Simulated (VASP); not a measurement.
Set up this calculation in VASP 6.6.1, as the native input.

```yaml
Task: relaxation of cell and atoms
Functional: optB88-vdW
Potentials_or_basis: VASP PAW PBE potentials, release 64 (Sb, Ga_d)
Cutoff: 600 eV
k_mesh: 8 × 8 × 8
Occupations: fermi-dirac, width 0.05 eV
Spin: no spin polarisation
Further_INCAR_settings: ALGO = Normal; EDIFF = 1e-06; IBRION = 2; EDIFFG = -0.02; NSW = 40; ISIF = 3
```

The structure of GaSb lies in POSCAR:

```
GaSb
1.0
    0.0000000000      3.0590000000      3.0590000000
    3.0590000000      0.0000000000      3.0590000000
    3.0590000000      3.0590000000      0.0000000000
Sb Ga
1 1
Direct
    0.7500000000      0.7500000000      0.7500000000
    0.0000000000      0.0000000000      0.0000000000
```

The input as run:

INCAR

```
SYSTEM = GaSb
AGGAC = 0.0
ALGO = Normal
EDIFF = 1E-6
EDIFFG = -0.02
ENCUT = 600
GGA = BO
IBRION = 2
ISIF = 3
ISMEAR = -1
LASPH = .TRUE.
LCHARG = .FALSE.
LREAL = .FALSE.
LUSE_VDW = .TRUE.
LWAVE = .FALSE.
NELM = 100
NSW = 40
PARAM1 = 0.1833333333
PARAM2 = 0.22
PREC = Accurate
SIGMA = 0.05
```

KPOINTS

```
k-points
0
G
  8 8 8
  0 0 0
```

Potentials or basis: VASP PAW PBE potentials, release 64 (Sb, Ga_d).

Launch:

```sh
$ cat potpaw_PBE.64/Sb/POTCAR potpaw_PBE.64/Ga_d/POTCAR > POTCAR
$ mpirun -np 1 vasp_std > vasp.out
```

It gave:

```
Relaxed volume                         : 29.84 Å³/atom
Relaxed cell                           : a = 4.386 Å, b = 4.386 Å, c = 4.386 Å, α = 60.00°, β = 60.00°, γ = 60.00°
Space group after relaxing (to 0.05 Å) : F-43m (No. 216)
Energy gained by relaxing              : 7.6 meV/atom
Ionic steps                            : 3
Pressure after relaxing                : 0.0 GPa
Band gap on the k mesh                 : none (metal or under the smearing width)
```

Caveat: the PAW data sets were made with another functional, which shifts forces and pressure a little; this crystal is a semiconductor, whose small gap the functional closes, so the metal is an error of the method.

Wall time 2.9 min on 1 thread of AMD EPYC 7R13 Processor (Zen 3), on a shared host, peak memory 0.45 GiB.
